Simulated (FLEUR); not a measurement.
Sn in FLEUR: convergence with lnonsphr

Crystal: Sn.

```
CELL_PARAMETERS angstrom
-2.02919 2.02919 1.66076
2.02919 -2.02919 1.66076
2.02919 2.02919 -1.66076
ATOMIC_POSITIONS crystal
Sn 0.00000 0.00000 0.00000
```

This isn't the form of Sn at room conditions, which is tetragonal (white tin).

| Item | Value |
| --- | --- |
| Program | FLEUR MaX-R8.1 (later development tree) |
| Task | convergence study |
| Functional | PBEsol |
| Potentials or basis | all-electron |
| Basis | FLAPW |
| Kmax | 4.1 1/bohr |
| k mesh | 8 × 8 × 8 |
| Occupations | fermi-dirac, width 0.05 eV |
| Spin | no spin polarisation |

These are the settings of the first run; the series varies lnonsphr, with any setting tied to it.

Hardware: 1 thread of Arm Neoverse V1, on a shared host.

Q: The values tried are 2, 3, 4, 5, 6, 8, loosest first. From which on does the energy stay within 1 meV/atom of the tightest run that finished?

A: From 5 on.

| lnonsphr | energy less the tightest run, at zero smearing (meV/atom) | SCF cycles | CPU time (s) | peak memory (GiB) |
| --- | --- | --- | --- | --- |
| 2 | refused | - | - | - |
| 3 | 2.68 | 12 | 24 | 0.07 |
| 4 | 1.49 | 12 | 25 | 0.07 |
| 5 | 0.44 | 12 | 25 | 0.07 |
| 6 | 0.17 | 12 | 25 | 0.07 |
| 8 | 0.00 | 12 | 28 | 0.07 |

The tightest run that finished is the yardstick and may itself not be fully converged.
